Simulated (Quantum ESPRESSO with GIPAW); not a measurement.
# 29Si assignment in SiO2

The values are calculated: DFT, PBEsol, plane-wave PAW (pslibrary 1.0.0 recipes), scalar-relativistic, GIPAW shieldings (Quantum ESPRESSO with GIPAW, a patched development version). Shieldings are without the macroscopic shape term, which is common to all sites.

```
Si O
1.0
     6.91142    0.00000    0.00000
     0.00000    6.91142    0.00000
     0.00000    0.00000    6.41851
Si O
5 10
Direct
  0.00000 0.00000 0.50000
  0.73070 0.00000 0.11930
  0.00000 0.26930 0.88070
  0.00000 0.73070 0.88070
  0.26930 0.00000 0.11930
  0.00000 0.50000 0.87945
  0.50000 0.00000 0.12055
  0.80718 0.80718 0.00000
  0.80718 0.19282 0.00000
  0.19282 0.80718 0.00000
  0.19282 0.19282 0.00000
  0.80661 0.00000 0.35787
  0.00000 0.19339 0.64213
  0.00000 0.80661 0.64213
  0.19339 0.00000 0.35787
```

The cell is a computed entry of the Materials Project; it need not be the form that is stable at ambient conditions. The coordinates shown are those after relaxation (atoms relaxed).

The Si sites:

```
 site  atom no.  atoms in cell  site symmetry  surroundings     bonds (Å)
Si(1)         1              1           -4m2      SiO4, Q4         1.618
Si(2)         2              4              m      SiO4, Q4  1.59 to 1.63
```

The lines, in order of position:

```
line  σ_iso (ppm)  relative area  span (ppm)   skew
   A        434.2              4        26.2   0.56
   B        432.0              1         9.7  -1.00
```

Simulated spectrum: 29Si static powder, 23.5 T (198.9 MHz), lines broadened by 0.8 ppm; the axis counts ppm from the isotropic position of the most shielded site, as −Δσ; rigid lattice, with dipolar and J couplings left out.

offset (ppm), intensity and a bar:
```
     14.9       0.00 
     13.8       0.00 
     12.8       0.00 
     11.7       0.01 
     10.7       0.19 ######
      9.6       0.42 #############
      8.5       0.54 ################
      7.5       0.63 ###################
      6.5       0.71 #####################
      5.4       0.88 ##########################
      4.8       1.00 ##############################
      4.4       0.92 ###########################
      3.3       0.74 ######################
      2.3       0.69 #####################
      1.2       0.69 #####################
      0.2       0.75 ######################
     -0.8       1.00 ##############################
     -0.9       0.99 ##############################
     -2.0       0.36 ###########
     -3.0       0.33 ##########
     -4.0       0.31 #########
     -5.1       0.29 #########
     -6.1       0.28 ########
     -7.2       0.27 ########
     -8.3       0.26 ########
     -9.3       0.25 #######
    -10.3       0.24 #######
    -11.4       0.23 #######
    -12.5       0.23 #######
    -13.5       0.22 #######
    -14.5       0.21 ######
    -15.6       0.08 ##
    -16.6       0.01 
    -17.7       0.00 
    -18.8       0.00 
    -19.8       0.00
```

Most prominent maxima (ppm: height): 4.8: 1.00, -0.8: 1.00.

Q: Assign the lines to the sites.

A: A is Si(2) (SiO4, Q4); B is Si(1) (SiO4, Q4). The areas settle A and B, whose multiplicities are unique. Si(1) lies on an axis of order three or more, which demands an axial or isotropic tensor.

[Banner, clock, file and message-heading lines were taken out of the pw.x and gipaw.x logs.]

[Logs are printed without paths, hosts, clocks, repeated set-up lines and the standing remarks that a program may print on its own settings, such as how far it seeks lower states.]

[Hosts, paths, dates, database ids (printed as entryN), source tags and the programs' standing remarks are cut or masked in the printed files.]
